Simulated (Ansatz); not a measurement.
## AlFe (R-3m): compressed by 2 % along (1, 1, 1) at fixed volume; collinear moments without spin–orbit coupling

The calculation used DFT, PBE, PAW with Ansatz's default frozen-core files, scalar-relativistic (Ansatz 0.2.0).

Command: `ansatz run input.yaml --threads 3 --pin off --max-ram 6144MiB --backend cpu --events-out ev --progress --plain --runs-dir out`

```yaml
crystal:
  lattice:
    - [2.9102959362, -0.0292479683, -0.0292479683]
    - [-0.0292479683, 2.9102959362, -0.0292479683]
    - [-0.0292479683, -0.0292479683, 2.9102959362]
  atoms:
    - { symbol: Al, position: [0.0, 0.0, 0.0] }
    - { symbol: Fe, position: [0.5, 0.5, 0.5], spin: 3.0 }
magnetization:
  spin_polarized: true
kpoints:
  mp_grid: { grid: [8, 8, 8] }
scf:
  occupations: { method: fermi_dirac, width: 0.025 }
  lower_state_search: "off"
hamiltonian:
  xc: pbe
  pseudopotentials: { kind: paw }
output:
  forces: true
  stress: true
  eigenvalues: true
```

The program prints:

```
Engine: ansatz 0.2.0
Pseudopotentials: kind: paw
Pseudopotential: Al, paw, valence charge 3, recommended cutoff 420 eV (normal), Al.paw.azcp
Pseudopotential: Fe, paw, valence charge 16, recommended cutoff 420 eV (normal), Fe.paw.azcp
Functional definition: PBE
  parameter kappa = 0.804
  parameter beta = 0.06672455060314922
  exchange = pbe_x(kappa = kappa, mu = beta*pi^2/3)
  correlation = pbe_c(beta = beta)
Crystal: 2 atoms, lattice volume = 24.642 Å³
Basis set: ecut = 420 eV, 467 PW (Γ), exchange–correlation on 40×40×40 points (8 copies of the dense FFT grid, shifted against one another)
Bands: 15, of which v1, the nominal top of the filled ones, is band 10 counted from 1 (9 counted from 0)
Symmetry: 12 space group operations
Space group: R-3m (ITA 166), of the structure as read, at distance tolerance 2.9e-5 Å
Magnetic group: BNS 166.97 (UNI 1327), of the structure as read, at distance tolerance 2.9e-5 Å
k-points: 65 of 512
Non-local potential: Al, projectors of the file, l = 0: 2, l = 1: 2, l = 2: 1
Non-local potential: Fe, projectors of the file, l = 0: 3, l = 1: 2, l = 2: 3, l = 3: 1
PAW form: soft (Blöchl's): semilocal exchange-correlation on the pseudo side does not see the compensation charge
PAW one-centre angular grid: Al, 110 points (default); XC on 64 Gauss nodes
PAW one-centre angular grid: Fe, 590 points (default); XC on 64 Gauss nodes
Initial density: superposition of atomic densities (chi_scale 0.1, normalization cell)
Starting moments: Σ|m| = 3 μB on 1 of 2 sites
Initial wavefunctions: pseudopotential atomic-orbital guess
Functional: x = pbe(κ = 0.804, μ = 0.2195149727645171), c = pbe(β = 0.06672455060314922)
iter 1 solved again at ethr=2.42e-3 eV; its pass at ethr=3.10e-3 eV (dr2=4.59e-1 eV) is discarded
SCF iter   1: F=—  HF=-5018.442808 eV  |F-HF|=—  |Δ(HF+E_count)|=         —  Δρ=5.99e-2 (↑4.58e-2 ↓5.99e-2)  dr2=4.58e-1  dr2_m=5.81e-1  M=2.007 μB ∫|m|=2.236 μB  β_m=0.30  ethr=2.42e-3  ⟨swp⟩=1.0  Hψ=11911  notcnv=0
Mixer restart at iter 1: flushing history
preconditioner: auto → none  [metal: Δε(μ)=0.009 eV  Ē_g=9.162 eV  σ=0.025 eV  W_gap=0.09  n_scr=6 (ndim 8)  ℏωp=24.8 eV  f_vac=0.000  D(μ)=2.22/eV (n_scr^D=26)  sad-step TF]
spin-set hold released at iteration 1 (the charge has settled, or the pull on large starting moments outlasts its swing): the magnetisation degrees of freedom join the quasi-Newton model from the next iteration; the mixer history was flushed
SCF iter   2: F=—  HF=-5018.427904 eV  |F-HF|=—  |Δ(HF+E_count)|=   1.49e-2  Δρ=4.83e-2 (↑4.83e-2 ↓3.89e-2)  dr2=2.14e-1  dr2_m=3.86e-1  M=1.938 μB ∫|m|=2.183 μB  β_m=0.65  ethr=2.41e-3  ⟨swp⟩=2.0  Hψ=2640  notcnv=0
SCF iter   3: F=—  HF=-5018.991634 eV  |F-HF|=—  |Δ(HF+E_count)|=   5.64e-1  Δρ=1.12e-1 (↑3.38e-2 ↓1.12e-1)  dr2=4.21e0  dr2_m=4.15e-1  M=1.290 μB ∫|m|=1.685 μB  β_m=0.11  ethr=1.13e-3  ⟨swp⟩=2.7  Hψ=4821  notcnv=0  defer=56  recentre
SCF iter   4: F=—  HF=-5018.434320 eV  |F-HF|=—  |Δ(HF+E_count)|=   5.57e-1  Δρ=4.45e-2 (↑4.45e-2 ↓3.20e-2)  dr2=1.26e-1  dr2_m=3.04e-1  M=1.708 μB ∫|m|=1.998 μB  β_m=0.17  ethr=1.13e-3  ⟨swp⟩=2.9  Hψ=4979  notcnv=0  defer=97
SCF iter   5: F=—  HF=-5018.514885 eV  |F-HF|=—  |Δ(HF+E_count)|=   8.06e-2  Δρ=3.69e-2 (↑3.69e-2 ↓2.78e-2)  dr2=2.47e-2  dr2_m=2.23e-1  M=1.058 μB ∫|m|=1.413 μB  β_m=0.55  ethr=6.65e-4  ⟨swp⟩=2.8  Hψ=3902  notcnv=0  defer=103
SCF iter   6: F=—  HF=-5018.478423 eV  |F-HF|=—  |Δ(HF+E_count)|=   3.65e-2  Δρ=3.81e-2 (↑3.81e-2 ↓1.59e-2)  dr2=1.27e-1  dr2_m=1.52e-1  M=1.258 μB ∫|m|=1.631 μB  β_m=0.65  ethr=1.30e-4  ⟨swp⟩=3.5  Hψ=3798  notcnv=0  defer=102
SCF iter   7: F=—  HF=-5018.442490 eV  |F-HF|=—  |Δ(HF+E_count)|=   3.59e-2  Δρ=4.15e-2 (↑4.15e-2 ↓1.56e-2)  dr2=1.58e-1  dr2_m=1.72e-1  M=1.479 μB ∫|m|=1.849 μB  β_m=0.04  ethr=1.30e-4  ⟨swp⟩=2.0  Hψ=2929  notcnv=0  defer=101
SCF iter   8: F=—  HF=-5018.471019 eV  |F-HF|=—  |Δ(HF+E_count)|=   2.85e-2  Δρ=3.59e-2 (↑3.59e-2 ↓1.84e-2)  dr2=7.26e-2  dr2_m=1.57e-1  M=1.283 μB ∫|m|=1.619 μB  β_m=0.31  ethr=1.30e-4  ⟨swp⟩=2.0  Hψ=2893  notcnv=0  defer=100
SCF iter   9: F=—  HF=-5018.592793 eV  |F-HF|=—  |Δ(HF+E_count)|=   1.22e-1  Δρ=1.45e-2 (↑1.06e-2 ↓1.45e-2)  dr2=1.15e-1  dr2_m=7.99e-3  M=0.752 μB ∫|m|=0.935 μB  β_m=0.68  ethr=1.30e-4  ⟨swp⟩=2.8  Hψ=3885  notcnv=0  defer=101
SCF iter  10: F=—  HF=-5018.589700 eV  |F-HF|=—  |Δ(HF+E_count)|=   3.09e-3  Δρ=7.01e-3 (↑2.87e-3 ↓7.01e-3)  dr2=9.57e-3  dr2_m=3.80e-3  M=0.752 μB ∫|m|=0.884 μB  β_m=0.84  ethr=1.30e-4  ⟨swp⟩=2.1  Hψ=3307  notcnv=0  defer=117
SCF iter  11: F=—  HF=-5018.589239 eV  |F-HF|=—  |Δ(HF+E_count)|=   4.61e-4  Δρ=8.33e-3 (↑8.33e-3 ↓5.41e-3)  dr2=1.78e-3  dr2_m=1.03e-2  M=0.754 μB ∫|m|=0.907 μB  β_m=0.67  ethr=5.04e-5  ⟨swp⟩=2.1  Hψ=2558  notcnv=0  defer=117
SCF iter  12: F=—  HF=-5018.590160 eV  |F-HF|=—  |Δ(HF+E_count)|=   9.21e-4  Δρ=4.79e-3 (↑4.79e-3 ↓4.65e-3)  dr2=1.32e-4  dr2_m=4.82e-3  M=0.752 μB ∫|m|=0.852 μB  β_m=0.65  ethr=9.38e-6  ⟨swp⟩=2.1  Hψ=3335  notcnv=0  defer=117
SCF iter  13: F=—  HF=-5018.591137 eV  |F-HF|=—  |Δ(HF+E_count)|=   9.77e-4  Δρ=1.76e-3 (↑1.76e-3 ↓1.43e-3)  dr2=2.95e-5  dr2_m=5.51e-4  M=0.753 μB ∫|m|=0.866 μB  β_m=0.63  ethr=6.97e-7  ⟨swp⟩=2.0  Hψ=2567  notcnv=0  defer=117
SCF iter  14: F=—  HF=-5018.591264 eV  |F-HF|=—  |Δ(HF+E_count)|=   1.27e-4  Δρ=4.10e-5 (↑4.10e-5 ↓3.58e-5)  dr2=1.40e-7  dr2_m=2.84e-7  M=0.754 μB ∫|m|=0.873 μB  β_m=0.77  ethr=1.55e-7  ⟨swp⟩=2.2  Hψ=2786  notcnv=0  defer=117
SCF iter  15: F=—  HF=-5018.591281 eV  |F-HF|=—  |Δ(HF+E_count)|=   1.74e-5  Δρ=8.06e-5 (↑8.06e-5 ↓7.75e-5)  dr2=3.07e-8  dr2_m=1.36e-6  M=0.754 μB ∫|m|=0.872 μB  β_m=0.77  ethr=5.26e-10  ⟨swp⟩=7.7  Hψ=8549  notcnv=0
iter 16 did not close the SCF: its close was put off for a magnetic moment that had not settled (scf_convergence_deferred on its scf_iter line)
SCF iter  16: F=-5018.591282 eV  HF=-5018.591282 eV  |F-HF|=3.60e-9  |Δ(HF+E_count)|=   3.65e-7  Δρ=8.92e-6 (↑3.09e-6 ↓8.92e-6)  dr2=5.76e-9  dr2_m=7.70e-9  M=0.754 μB ∫|m|=0.873 μB  β_m=0.76  ethr=1.62e-10  ⟨swp⟩=4.9  Hψ=7298  notcnv=0
SCF iter  17: F=-5018.591282 eV  HF=-5018.591282 eV  |F-HF|=1.36e-10  |Δ(HF+E_count)|=   2.32e-9  Δρ=2.09e-6 (↑9.03e-7 ↓2.09e-6)  dr2=1.36e-10  dr2_m=4.77e-10  M=0.754 μB ∫|m|=0.873 μB  ethr=3.03e-11  ⟨swp⟩=1.8  Hψ=5223  notcnv=0
SCF 1 converged in 17 iterations: F = -5018.591282 eV  dr2 = 1.36e-10
  greatest PAW one-centre occupation: 1.001 electrons in one spin orbital (limit 2), on the Fe atom at site 1 (counted from 0), in its partial waves of l = 1
SCF converged after 17 iterations
Magnetization: 0.7535 μB (9.8768 up, 9.1232 down)
Absolute magnetization: 0.8728 μB (∫|ρ↑−ρ↓|, with the PAW one-centre terms)
Spin contamination: 0.0098 ħ² per cell (⟨S²⟩ above its minimum at these occupations)
Per-site moments (μB) at R_I (Å): [(-0.031164484744108892, 1.0187641390434963), (0.7895649609660984, 1.0187641390434963)]
Free energy (F): -5018.591282 eV
Harris-Foulkes:  -5018.591282 eV  (|F-HF|=1.36e-10)
Internal energy: -5018.586958 eV  (E = F + TS)
E sigma→0 (E₀):  -5018.589120 eV
Entropy (-TS):   -0.004324 eV (-2.162 meV/atom)
Fermi energy:    13.519726 eV
--- Per-component energies (eV) ---
  E_band       = -258.019129
  E_kinetic    = 380.054754
  E_local      = -2784.473302  (includes V_loc(G=0)·N_el)
  E_nonlocal   = 226.787857
  E_hartree    = 1202.675510
  E_xc         = -159.284061
  E_vxc        = -182.957657  (∫ρ·V_xc dr)
  E_paw        = -1833.614984  (= ΣΔE_a)
  E_vpaw       = -302.782330  (= ΣTr[D̂ρ^β])
  E_aug_tail   = 0.000835  (compensation charges beyond the density's cutoff)
  E_ewald      = -2050.733568
  E_smearing   = -0.004324  (= −TS)
  E_closure    = 0.000000  (closes the sum)
  Σ components = -5018.591282   (vs F -5018.591282, Δ=0.00e0)
--- Forces (eV/Å), atoms counted from 1 ---
  atom   1  Al    -0.00000000     0.00000000    -0.00000000
  atom   2  Fe     0.00000000     0.00000000     0.00000000
  max |Σ_I F_I| component: 6.61e-29 eV/Å
--- Stress (GPa, compression-positive) ---
       -5.689611       2.704836       2.704836
        2.704836      -5.689611       2.704836
        2.704836       2.704836      -5.689611
  P = ⅓ Tr σ = -5.6896 GPa (-56.896 kbar)
--- Band table (eV; the first three rows and the last of 130) ---
  k-point 0 ↑: bands = ["-73.2406", "-39.3179", "-39.3179", "-39.2710", "3.2441", "11.0404", "11.0404", "13.0601", "13.0714", "13.0714", "19.4868", "19.6420", "19.6420", "22.5713", "22.5713"]
  k-point 1 ↑: bands = ["-73.2400", "-39.3232", "-39.3173", "-39.2728", "3.5297", "11.0006", "11.1197", "12.9036", "12.9191", "13.0843", "17.7027", "19.9479", "20.0358", "22.5105", "24.2053"]
  k-point 2 ↑: bands = ["-73.2387", "-39.3379", "-39.3158", "-39.2752", "4.3699", "10.6033", "11.3191", "12.5607", "12.5909", "13.1244", "15.4852", "21.0374", "21.0909", "22.3502", "25.8309"]
  k-point 64 ↓: bands = ["-72.3490", "-38.4856", "-38.4856", "-38.4816", "10.3561", "10.3561", "10.4536", "14.5260", "14.5260", "16.2753", "16.2753", "16.5588", "17.4580", "19.4829", "19.4829"]
```

Site moments (μB): Al1 -0.03, Fe2 0.79. Cell moment 0.75 μB.

The magnetic group in the log treats spin as a scalar label, without spin–orbit coupling.

The Ansatz runs typed with the search for lower states off end where their start leads. These are results for the start and cell typed. The real compound can order otherwise, in a larger cell, or not at all, since semilocal functionals at zero temperature often overstate magnetism.

It took 2.6 s on 3 threads of Arm Neoverse V1, with other jobs on the host, peak memory 0.3 GiB.
